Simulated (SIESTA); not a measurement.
**NiO under changes of volume**

One of the cells (9.076 Å³/atom); the others are scaled copies at fixed shape and fractional positions:

```xyz
2
Lattice="0.0000 2.0859 2.0859 2.0859 0.0000 2.0859 2.0859 2.0859 0.0000" Properties=species:S:1:pos:R:3 pbc="T T T"
Ni    0.0000    0.0000    0.0000
O     2.0859    2.0859    2.0859
```

- Program: SIESTA 5.4.2
- Functional: AM05
- Potentials or basis: PseudoDojo 0.4 standard (PBEsol files)
- Basis: DZP (energy shift 0.002 Ry)
- Grid cutoff: 800 Ry
- Energy shift: 0.002 Ry
- k mesh: 8 × 8 × 8
- Occupations: fermi-dirac, width 0.05 eV
- Spin: collinear spin, ferromagnetic start
- Starting moments: [1.0, 0.0] μB

| volume (Å³/atom) | energy over the lowest point (meV/atom) | pressure (GPa) | moment (μB per cell) |
| --- | --- | --- | --- |
| 8.531 | ? | ? | ? |
| 8.713 | 0.00 | -2.0 | 0.73 |
| 8.894 | 4.60 | -6.1 | 0.73 |
| 9.076 | 14.11 | -10.7 | 0.74 |
| 9.257 | 28.42 | -14.0 | 0.75 |
| 9.439 | 45.90 | -16.5 | 0.76 |
| 9.620 | 66.47 | -19.4 | 0.78 |

**Question.** What does the run at 8.531 Å³/atom give?

**Answer.** Energy over the lowest point 0.17 meV/atom; pressure 2.5 GPa; moment 0.72 μB per cell.

Worked out: A Birch-Murnaghan fit of order 3 (a polynomial in V^(-2/3)) to the other rows has its minimum at 8.67 Å³/atom, just outside them, with B0 = V·E''(V) = 274 GPa and B' = 7.3. It gives 1.74 meV/atom at 8.531 Å³/atom, against the run's 0.17, and -dE/dV = 4.6 GPa, against 2.5. A straight line through the other rows of the moment, of slope 0.0551 μB per Å³/atom, extrapolates to 0.71 μB, against the run's 0.72.

Energies are extrapolated to zero smearing.

Caveats: semicore shells carry a single zeta, which can move pressures by several GPa and volumes by a few percent; the potentials were made for another functional, which shifts forces and pressure; the basis of atomic orbitals isn't converged, which shifts pressures, moduli and gaps; a cell with one magnetic atom can't hold antiferromagnetic order, which such compounds often take.
